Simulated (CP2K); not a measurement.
The system is KCl (Sylvite).

```
K Cl
1.0
     4.44978    0.00000    0.00000
     2.22489    3.85362    0.00000
     2.22489    1.28454    3.63323
K Cl
1 1
Direct
  0.00000 0.00000 0.00000
  0.50000 0.50000 0.50000
```

Base run:

```yaml
Program: CP2K 2026.2
Functional: optB88-vdW
Potentials_or_basis: POTENTIAL_UZH K GTH-PBE-q9, Cl GTH-PBE-q7; TZVP-MOLOPT-PBE-GTH basis
Density_cutoff: 9184 eV
k_mesh: 7 × 7 × 7
Occupations: fermi-dirac, width 0.05 eV
Spin: no spin polarisation
```

Its results: band gap on the k mesh 5.05 eV, direct; pressure -0.4 GPa.

The run is repeated on the same cell with these changes: functional from optB88-vdW to vdW-DF-cx. What comes out?

Band gap on the k mesh 5.23 eV, direct; pressure 0.1 GPa.

Caveats: the potentials were made for another functional, which shifts forces and pressure; the basis of atomic orbitals isn't converged, which shifts pressures, moduli and gaps.
